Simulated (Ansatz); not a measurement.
# V in Ansatz: the effect of functional

Crystal: V.

```
CELL_PARAMETERS angstrom
2.55113 0.00000 0.00000
-1.27557 2.20934 0.00000
0.00000 0.00000 4.62691
ATOMIC_POSITIONS crystal
V 0.33333 0.66667 0.25000
V 0.66667 0.33333 0.75000
```

This isn't the form of V at room conditions, which is bcc.

The cell isn't the ideal one: volume scaled by 0.94.

Alike in all runs:

```yaml
Program: Ansatz 0.2.0
Task: single point
Potentials_or_basis: Ansatz PAW
k_mesh: 12 × 12 × 6
Occupations: fermi-dirac, width 0.05 eV
Spin: collinear spin, ferromagnetic start
Starting_moments: "[2.0, 2.0] μB"
```

```csv
functional,cutoff,pressure (GPa)
LDA,420 eV (not typed: the program's choice for these potentials),-2.4
PBEsol,420 eV (not typed: the program's choice for these potentials),?
r2SCAN,500 eV (not typed: the program's choice for these potentials),8.7
```

**Question.** What does the run with functional PBEsol give?

**Answer.** Pressure 4.0 GPa.

Caveats: the PAW data sets come from PBE, with cores solved anew for the run's functional, which leaves a small shift of forces and pressure; the starting moments weren't kept; the magnetic or orbital state may not be the lowest (some runs).

Runs at the PBE level aren't shown here.
